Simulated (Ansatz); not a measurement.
Crystal: Cs2AgBiBr6.

```
Bi Cs Ag Br
1.0
     0.00000    5.61610    5.61610
     5.61610    0.00000    5.61610
     5.61610    5.61610    0.00000
Bi Cs Ag Br
1 2 1 6
Direct
  0.00000 0.00000 0.00000
  0.75000 0.75000 0.75000
  0.25000 0.25000 0.25000
  0.50000 0.50000 0.50000
  0.74945 0.74945 0.25055
  0.25055 0.25055 0.74945
  0.74945 0.25055 0.25055
  0.74945 0.25055 0.74945
  0.25055 0.74945 0.74945
  0.25055 0.74945 0.25055
```

```yaml
Program: Ansatz 0.2.0
Task: relaxation of cell and atoms
Functional: PBE
Potentials_or_basis: Ansatz PAW
Cutoff: "420 eV (not typed: the program's choice for these potentials)"
k_mesh: 3 × 3 × 3
Occupations: fermi-dirac, width 0.05 eV
Spin: no spin polarisation
```

At the start: volume 35.43 Å³/atom.

How do energy, volume and symmetry change on relaxing?

It ends after 5 steps and the volume is 37.86 Å³/atom (+6.9 %); space group Fm-3m (No. 225, to 0.05 Å).

The path:
| step | energy change (eV) | largest force (eV/Å) | volume (Å³) |
| --- | --- | --- | --- |
| 1 | 0.0000 | 0.2876 | 354.27 |
| 2 | -0.1148 | 0.1988 | 372.40 |
| 3 | -0.1336 | 0.0506 | 375.89 |
| 4 | -0.1353 | 0.0005 | 378.65 |
| 5 | -0.1369 | 0.0006 | 378.65 |

Final structure:
```xyz
10
Lattice="0.0000 5.7421 5.7421 5.7421 0.0000 5.7421 5.7421 5.7421 0.0000" Properties=species:S:1:pos:R:3 pbc="T T T"
Bi    0.0000    0.0000    0.0000
Cs    8.6131    8.6131    8.6131
Cs    2.8710    2.8710    2.8710
Ag    5.7421    5.7421    5.7421
Br    5.7421    5.7421    8.5985
Br    5.7421    5.7421    2.8857
Br    2.8857    5.7421    5.7421
Br    5.7421    8.5985    5.7421
Br    8.5985    5.7421    5.7421
Br    5.7421    2.8857    5.7421
```

Caveat: the plane-wave basis is chosen anew once the cell has moved, so the energies of steps on either side of that aren't comparable.
